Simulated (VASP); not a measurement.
## SiGe under changes of volume

One of the cells (21.223 Å³/atom); the others are scaled copies at fixed shape and fractional positions:

```
Ge Si
1.0
     3.90117    0.00000    0.00000
    -1.95058    3.37851    0.00000
     0.00000    0.00000    6.44092
Ge Si
2 2
Direct
  0.33333 0.66667 0.00044
  0.66667 0.33333 0.50044
  0.33333 0.66667 0.37456
  0.66667 0.33333 0.87456
```

The cell comes from a database or a generator and needn't be the stable form of this composition.

```yaml
Program: VASP 6.6.1
Functional: PBEsol
Potentials_or_basis: VASP PAW PBE potentials, release 64 (Ge_d, Si)
Cutoff: 520 eV
k_mesh: 8 × 8 × 4
Occupations: gaussian, width 0.02 eV
Spin: no spin polarisation
```

```tsv
volume (Å³/atom)	energy over the lowest point (meV/atom)	pressure (GPa)	gap on the mesh (eV)	largest force (eV/Å)
20.374	?	?	?	?
20.799	2.23	1.7	0.31	0.004
21.223	0.00	0.0	0.34	0.003
21.648	2.07	-1.5	0.35	0.010
22.072	7.99	-2.9	0.30	0.017
```

Question: What does the run at 20.374 Å³/atom give?

Answer: Energy over the lowest point 9.26 meV/atom; pressure 3.6 GPa; gap on the mesh 0.27 eV; largest force 0.013 eV/Å.

Worked out: A Birch-Murnaghan fit of order 2 (a polynomial in V^(-2/3)) to the other rows has its minimum at 21.22 Å³/atom with B0 = V·E''(V) = 81 GPa at fixed shape and positions, which overstates the stiffness. It gives 9.20 meV/atom at 20.374 Å³/atom, against the run's 9.26, and -dE/dV = 3.6 GPa, against 3.6. A parabola through the other rows of the gap, of slope 5.03 eV per unit of ln V there, extrapolates to 0.23 eV, against the run's 0.27. The fit is too stiff a form for this range.

Energies are extrapolated to zero smearing.

Caveats: the PAW data sets were made with another functional, which shifts forces and pressure a little.

A mesh can miss the band edges. Spin-orbit coupling on Ge is left out.
